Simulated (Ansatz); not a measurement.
Wires are cut from relaxed bulk TiO2 (P4_2/mnm, 10.32 Å³/atom, gap on the mesh 1.87 eV); atoms and period are relaxed, and energies count from that bulk.

These are results of DFT PBEsol, scalar-relativistic, plane waves, PAW in Ansatz, not measurements.

Cutoff 420 eV, Gaussian smearing of 0.05 eV, energies at zero smearing, symmetry of each start kept, no spin polarisation.

```json
{"start": "[001] wire, 27 host atoms a period", "atoms": "27", "k mesh": "1×1×11", "excess energy (eV per host atom)": "0.205", "line energy (eV/Å)": "1.914", "period (Å)": "2.887", "gap on the mesh (eV)": "1.22"}
{"start": "[001] wire, 30 host atoms a period", "atoms": "30", "k mesh": "1×1×11", "excess energy (eV per host atom)": "0.238", "line energy (eV/Å)": "2.485", "period (Å)": "2.877", "gap on the mesh (eV)": "0"}
```

An odd mesh misses points on the zone edge, so a gap read on it can be too wide. Spin polarisation was left out, and a magnetic state may lie lower.

Each run keeps its start's symmetry and one magnetic start, so lower states can exist.

Cost: 2 runs of about 79 core-minutes in all, on Arm Neoverse V2 (shared hosts).